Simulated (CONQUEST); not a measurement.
The system is BP.

```
P B
1.0
     3.20885    0.00000    0.00000
     0.00000    3.20885    0.00000
     0.00000    0.00000    4.53800
P B
2 2
Direct
  0.00000 0.50000 0.25000
  0.50000 0.00000 0.75000
  0.00000 0.00000 0.00000
  0.50000 0.50000 0.50000
```

Base run:

* Program: CONQUEST 1.3
* Functional: PBE
* Potentials or basis: PseudoDojo NC PBE, DZ, grid cutoff 120 Ha
* k mesh: 8 × 8 × 6
* Occupations: fermi-dirac, width 0.05 eV
* Spin: no spin polarisation

Its results: band gap on the k mesh 1.98 eV; pressure 12.6 GPa.

Q: After a change of settings the same cell gave: band gap on the k mesh 1.23 eV; pressure 3.6 GPa. Which change was it?
A. potentials or basis from PseudoDojo NC PBE, DZ, grid cutoff 120 Ha to PseudoDojo NC PBE, DZP, grid cutoff 120 Ha
B. potentials or basis from PseudoDojo NC PBE, DZ, grid cutoff 120 Ha to PseudoDojo NC PBE, SZP, grid cutoff 120 Ha; k mesh from 8 × 8 × 6 to 5 × 5 × 4
C. potentials or basis from PseudoDojo NC PBE, DZ, grid cutoff 120 Ha to PseudoDojo NC PBE, SZP, grid cutoff 120 Ha
D. potentials or basis from PseudoDojo NC PBE, DZ, grid cutoff 120 Ha to PseudoDojo NC PBE, SZP, grid cutoff 120 Ha; k mesh from 8 × 8 × 6 to 7 × 7 × 5

A: A.

Caveats: the basis of atomic orbitals isn't converged, which shifts pressures, moduli and gaps; the atomic basis is small (some runs); the box holds several primitive cells, so bands are folded and the points are those of the box's own zone (some runs); the real-space grid breaks the cell's symmetry a little (some runs).
